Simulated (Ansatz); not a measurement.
## Structural energy differences of titanium

Theory: DFT, RPBE, plane waves (420 eV) with PAW, scalar-relativistic in Ansatz. (PAW data from PBE, frozen cores regenerated.)

Each structure is relaxed within its own symmetry, so a high-lying one may be dynamically unstable.

| structure | ΔE (meV/atom) | V (Å³/atom) | cell | magnetic state |
| --- | --- | --- | --- | --- |
| hcp | 0 | 17.90 | a = 2.968 Å, c = 4.695 Å (c/a = 1.582) | non-magnetic |
| omega (AlB2-type) | 2 | 17.67 | a = 4.629 Å, c = 2.857 Å (c/a = 0.617) | spin not included |
| dhcp | 42 | 18.02 | a = 2.962 Å, c = 9.483 Å (c/a = 3.201) | spin not included |
| fcc | 59 | 17.96 | a = 4.157 Å | spin not included |
| bcc | 117 | 17.87 | a = 3.294 Å | spin not included |
| A15 | 196 | 18.09 | a = 5.250 Å | spin not included |
| simple cubic | 848 | 19.20 | a = 2.678 Å | spin not included |
| diamond | 2358 | 24.68 | a = 5.823 Å | spin not included |

ΔE counts from hcp.

Differences under about 8 meV lie within the error of the k-point mesh.
